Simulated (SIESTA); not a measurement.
## La2O3: band structure with PBE

The system is La2O3.

```
CELL_PARAMETERS angstrom
3.93078 0.00000 0.00000
-1.96539 3.40415 0.00000
0.00000 0.00000 6.11195
ATOMIC_POSITIONS crystal
La 0.33333 0.66667 0.24624
La 0.66667 0.33333 0.75376
O 0.00000 0.00000 0.00000
O 0.33333 0.66667 0.64589
O 0.66667 0.33333 0.35411
```

The cell is a database's computed one.

```yaml
Program: SIESTA 5.4.2
Task: band structure
Functional: PBE
Potentials_or_basis: PseudoDojo 0.4 standard (PBE files)
Basis: DZP (energy shift 0.003 Ry; two zetas on semicore shells)
Grid_cutoff: 800 Ry
Energy_shift: 0.003 Ry
k_mesh: 8 × 8 × 5
Occupations: fermi-dirac, width 0.05 eV
Spin: no spin polarisation
```

```json
{
  "Pressure": "8.7 GPa",
  "Largest force": "0.381 eV/Å",
  "Band gap on the k mesh": "3.81 eV, indirect (least direct gap 4.02 eV)",
  "Band gap along the path": "3.73 eV, indirect (least direct gap 3.89 eV)",
  "Hirshfeld charges": "La +0.53; O -0.35 e",
  "Voronoi charges": "La +0.41; O -0.30, -0.26 e"
}
```

Forces on the atoms (eV/Å):
```
La   0.000  0.000 -0.381
La   0.000  0.000  0.381
O    0.000  0.000  0.000
O    0.000  0.000 -0.123
O    0.000  0.000  0.123
```

Stress tensor (GPa, compression positive):
```
9.33 0.00 0.00
0.00 9.33 0.00
0.00 0.00 7.40
```

Levels at the corners of the path, in eV from the valence-band top:
| point | band 18 | band 19 | band 20 | band 21 | band 22 | band 23 |
| --- | --- | --- | --- | --- | --- | --- |
| Γ | -0.30 | -0.30 | 0.00 | 4.55 | 4.55 | 4.78 |
| M | -0.65 | -0.43 | -0.23 | 4.00 | 5.50 | 5.85 |
| K | -0.87 | -0.87 | -0.16 | 3.73 | 5.35 | 5.35 |
| Γ | -0.30 | -0.30 | 0.00 | 4.55 | 4.55 | 4.78 |
| A | -0.68 | -0.19 | -0.19 | 5.17 | 5.17 | 5.74 |
| L | -0.72 | -0.36 | -0.03 | 5.03 | 5.09 | 6.58 |
| H | -0.30 | -0.30 | -0.26 | 4.52 | 5.07 | 6.25 |
| A | -0.68 | -0.19 | -0.19 | 5.17 | 5.17 | 5.74 |
| L | -0.72 | -0.36 | -0.03 | 5.03 | 5.09 | 6.58 |
| M | -0.65 | -0.43 | -0.23 | 4.00 | 5.50 | 5.85 |
| K | -0.87 | -0.87 | -0.16 | 3.73 | 5.35 | 5.35 |
| H | -0.30 | -0.30 | -0.26 | 4.52 | 5.07 | 6.25 |

Run time: 3.6 min on 1 thread of Intel(R) Xeon(R) Platinum 8259CL CPU @ 2.50GHz (Skylake/Cascade Lake) (shared host), peak memory 0.56 GiB.

Caveat: Mulliken charges of long-ranged orbitals can have an unphysical sign; spin-orbit coupling is left out, which moves the levels of the heavy elements; the mesh misses the band edges, which the band path finds closer together; the basis of atomic orbitals isn't converged, which shifts pressures, moduli and gaps. Expect the measured gap to be larger: semilocal functionals such as PBE lack the derivative discontinuity.
